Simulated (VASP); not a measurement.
# Pd (Im-3m) in VASP: notebook

The runs below take Pd through single point, with PBE.

Everything below comes from runs of VASP 6.6.1. Logs are shortened: lines on timing, memory, paths and dates and some standing lists are left out, and cuts for length are marked.

## (1) The structure

Symmetry: Im-3m, No. 229, cubic system. Conventional cell: a = 3.145 Å, b = 3.145 Å, c = 3.145 Å, α = 90.00°, β = 90.00°, γ = 90.00°. Around Pd (site symmetry m-3m) lie 8 Pd at 2.72 Å.

This isn't the form of Pd at room conditions, which is fcc.

## (2) Single point, PBE

The input, INCAR:

```
SYSTEM = Pd
PREC = Accurate ; ENCUT = 400
EDIFF = 1E-6 ; ISMEAR = 0
SIGMA = 0.1 ; LREAL = .FALSE.
LASPH = .TRUE. ; NELM = 100
ALGO = Normal ; ISIF = 2
LWAVE = .FALSE. ; LCHARG = .FALSE.
GGA = PE ; ADDGRID = .FALSE.
```

The input, KPOINTS:

```
Automatic mesh
0
G
  15 15 15
  0 0 0
```

The input, POSCAR:

```
Pd
1.0
   -1.5722810000      1.5722810000      1.5722810000
    1.5722810000     -1.5722810000      1.5722810000
    1.5722810000      1.5722810000     -1.5722810000
Pd
1
Direct
    0.0000000000      0.0000000000      0.0000000000
```

Potentials or basis: VASP PAW PBE potentials, release 64 (Pd).

Command:

```bash
$ cat potpaw_PBE.64/Pd/POTCAR > POTCAR
$ mpirun -np 1 vasp_std > vasp.out
```

OUTCAR:

```text
SYSTEM = Pd
   PREC = Accurate
   ENCUT = 400
   EDIFF = 1E-6
   ISMEAR = 0
   LREAL = .FALSE.
   LASPH = .TRUE.
   NELM = 100
   ISIF = 2
   GGA = PE

 Found    120 irreducible k-points:

 Following reciprocal coordinates:
            Coordinates               Weight
  0.000000  0.000000  0.000000      1.000000
  0.066667  0.000000  0.000000     12.000000
  0.133333  0.000000  0.000000     12.000000
  0.200000  0.000000  0.000000     12.000000
  0.266667  0.000000  0.000000     12.000000
  0.333333  0.000000  0.000000     12.000000
   k-points           NKPTS =    120   k-points in BZ     NKDIM =    120   number of bands    NBANDS=      9
   number of dos      NEDOS =    301   number of ions     NIONS =      1
   total plane-waves  NPLWV =   5832
   dimension x,y,z NGX =    18 NGY =   18 NGZ =   18
   dimension x,y,z NGXF=    36 NGYF=   36 NGZF=   36
   ions per type =               1
   NGX,Y,Z   is equivalent  to a cutoff of  10.99, 10.99, 10.99 a.u.
   NGXF,Y,Z  is equivalent  to a cutoff of  21.98, 21.98, 21.98 a.u.
 SYSTEM =  Pd
   PREC   = accura    normal or accurate (medium, high low for compatibility)
   ISTART =      0    job   : 0-new  1-cont  2-samecut
   ICHARG =      2    charge: 1-file 2-atom 10-const
   ISPIN  =      1    spin polarized calculation?
   LNONCOLLINEAR =      F non collinear calculations
   LSORBIT =      F    spin-orbit coupling
   LASPH  =      T    aspherical Exc in radial PAW
   ENCUT  =  400.0 eV  29.40 Ry    5.42 a.u.   4.44  4.44  4.44*2*pi/ulx,y,z
   NELM   =    100;   NELMIN=  2; NELMDL= -5     # of ELM steps
   EDIFF  = 0.1E-05   stopping-criterion for ELM
   LREAL  =      F    real-space projection
   EDIFFG = 0.1E-04   stopping-criterion for IOM
   NSW    =      0    number of steps for IOM
   IBRION =     -1    ionic relax: 0-MD 1-quasi-New 2-CG
   NFREE  =      0    steps in history (QN), initial steepest desc. (CG)
   ISIF   =      2    stress and relaxation
   ISYM   =      2    0-nonsym 1-usesym 2-fastsym
   POTIM  = 0.5000    time-step for ionic-motion
   TEBEG  =    0.0;   TEEND  =   0.0 temperature during run
   PSTRESS=    0.0 pullay stress
   NELECT =      10.0000    total number of electrons
   NUPDOWN=      -1.0000    fix difference up-down
   EMIN   =  10.00;   EMAX   =-10.00  energy-range for DOS
   EFERMI =   0.00;   METHOD = LEGACY
   ISMEAR =     0;   SIGMA  =   0.10  broadening in eV -4-tet -1-fermi 0-gaus
   EFERMI_NEDOS =   21; number of points for ismear=-14 and -15
   IALGO  =     38    algorithm
   IMIX   =      4    mixing-type and parameters
     AMIX     =   0.40;   BMIX     =  1.00
     AMIX_MAG =   1.60;   BMIX_MAG =  1.00
  volume/ion in A,a.u.               =      15.55       104.92
  Fermi-wavevector in a.u.,A,eV,Ry     =   1.413160  2.670485 27.171123  1.997021
  Thomas-Fermi vector in A             =   2.534834
   LORBIT       =      0    0 simple, 1 ext, 2 COOP (PROOUT), +10 PAW based schemes
   GGA     = PE    functional components
   LHFCALC =     F    Hartree Fock is set to
   AEXX    =    0.0000 exact exchange contribution
   IVDW    =     0    specifies the selected vdW correction
   LEPSILON=     F    determine dielectric tensor
   LRPA    =     F    only Hartree local field effects (RPA)
 non-spin polarized calculation
 Gauss-broadening in eV      SIGMA  =   0.10
  energy-cutoff  :      400.00
  volume of cell :       15.55
 maximum number of plane-waves:       321
 NGX is ok and might be reduce to    18
   NGX =  9   NGY =  9   NGZ =  9

 number of electron      10.0000008 magnetization

 Free energy of the ion-electron system (eV)
  ---------------------------------------------------
  ext. energy  EPLUGINS =         0.00000000
  ---------------------------------------------------
  free energy    TOTEN  =        -5.17833183 eV

  energy without entropy =       -5.17159498  energy(sigma->0) =       -5.17496341

 E-fermi :   8.9083     XC(G=0): -12.8537

 val. band max:        8.9075986657   @ k =  -0.4000  -0.4667   0.2667
 cond. band min:       8.9083349208   @ k =  -0.2000   0.3333   0.0667
 fundamental gap:      0.0007362551
 Fermi energy:         8.9082523315

 k-point     1 :       0.0000    0.0000    0.0000
  band No.  band energies     occupation
      1       2.1892      2.00000
      2       6.1888      2.00000
      3       6.1888      2.00000
      4       6.1888      2.00000
      5       8.0333      2.00000
      6       8.0333      2.00000
      7      28.1946      0.00000
      8      28.1946      0.00000
      9      28.1946      0.00000

 k-point     2 :       0.0667    0.0000    0.0000
  band No.  band energies     occupation
      1       2.3523      2.00000
      2       6.1360      2.00000
      3       6.1917      2.00000
      4       6.3021      2.00000
      5       7.9717      2.00000
      6       8.0379      2.00000
      7      28.0607      0.00000
      8      28.2102      0.00000
      9      28.3823      0.00000

 k-point     3 :       0.1333    0.0000    0.0000
  band No.  band energies     occupation
      1       2.8159      2.00000
      2       5.9888      2.00000
      3       6.1968      2.00000
      4       6.6306      2.00000
      5       7.8369      2.00000
      6       8.0514      2.00000
      7      27.3838      0.00000
      8      28.0523      0.00000
      9      28.9152      0.00000

 k-point     4 :       0.2000    0.0000    0.0000
  band No.  band energies     occupation
      1       3.4715      2.00000
      2       5.7792      2.00000
      3       6.2499      2.00000
      4       7.1446      2.00000
      5       7.7384      2.00000
      6       8.0781      2.00000
      7      25.7258      0.00000
      8      27.3436      0.00000
      9      29.7063      0.00000

 k-point     5 :       0.2667    0.0000    0.0000
  band No.  band energies     occupation
      1       4.0261      2.00000
      2       5.5487      2.00000
      3       6.6109      2.00000
      4       7.7459      2.00000
      5       7.7878      2.00000
      6       8.1189      2.00000
      7      23.3444      0.00000
      8      26.2516      0.00000
      9      30.4103      0.00000

 k-point     6 :       0.3333    0.0000    0.0000
  band No.  band energies     occupation
      1       4.1827      2.00000
      2       5.3373      2.00000
      3       7.5403      2.00000
      4       7.8838      2.00000
      5       8.1680      2.00000
      6       8.4706      2.00000
      7      20.7753      0.00000
      8      25.1987      0.00000
      9      28.5525      0.00000

 [... further k-points ...]

------------------------ aborting loop because EDIFF is reached ----------------------------------------

  FORCE on cell =-STRESS in cart. coord.  units (eV):
  Direction    XX          YY          ZZ          XY          YZ          ZX
  --------------------------------------------------------------------------------------
  -------------------------------------------------------------------------------------
  Total       -0.1908055     -0.1908055     -0.1908055     -0.0000000      0.0000000      0.0000000
  in kB      -19.6630551    -19.6630551    -19.6630551     -0.0000000      0.0000000      0.0000000
  external PRESSURE =     -19.6630551 kB  Pullay stress =       0.0000000 kB

 VOLUME and BASIS-vectors are now :
 -----------------------------------------------------------------------------
  energy-cutoff  :      400.00
  volume of cell :       15.55
      direct lattice vectors                 reciprocal lattice vectors
    -1.572281000  1.572281000  1.572281000     0.000000000  0.318009313  0.318009313
     1.572281000 -1.572281000  1.572281000     0.318009313  0.000000000  0.318009313
     1.572281000  1.572281000 -1.572281000     0.318009313  0.318009313  0.000000000

 POSITION                                       TOTAL-FORCE (eV/Angst)
 -----------------------------------------------------------------------------------
      0.00000      0.00000      0.00000         0.000000      0.000000      0.000000
 -----------------------------------------------------------------------------------
    total drift:                                0.000000      0.000000      0.000000

  FREE ENERGIE OF THE ION-ELECTRON SYSTEM (eV)
  ---------------------------------------------------
  free  energy   TOTEN  =        -5.1783318344 eV

  energy  without entropy=       -5.1715949849  energy(sigma->0) =       -5.17496341
```

It took 12 s on 1 thread of Intel Xeon Platinum 8375C at 2.90GHz (Ice Lake), shared host; peak memory 0.12 GiB.

The run converged, but some of its settings lie outside the range that counts as converged, so its numbers aren't taken as properties of the crystal.

What came out:

- Free energy: -5.1783 eV
- Pressure: -2.0 GPa
- Band gap on the k mesh: none (metal or under the smearing width)

## (3) Single point, PBE

INCAR is that of step 2.

KPOINTS is that of step 2.

The input, POSCAR:

```
Pd
1.0
   -1.5345420000      1.5703810000      1.5719130000
    1.5565800000     -1.5514420000      1.5750130000
    1.5718420000      1.5887420000     -1.5529740000
Pd
1
Direct
    0.0275280000      0.0634310000      0.0341390000
```

Potentials or basis: VASP PAW PBE potentials, release 64 (Pd).

Command:

```bash
$ cat potpaw_PBE.64/Pd/POTCAR > POTCAR
$ mpirun -np 1 vasp_std > vasp.out
```

It took 2.2 min on 1 thread of Intel Xeon Platinum 8375C at 2.90GHz (Ice Lake), shared host; peak memory 0.28 GiB.

These settings aren't checked as converged: the numbers below hold their error.

What came out:

```yaml
Free_energy: -5.1745 eV
Pressure: -1.7 GPa
Band_gap_on_the_k_mesh: none (metal or under the smearing width)
```
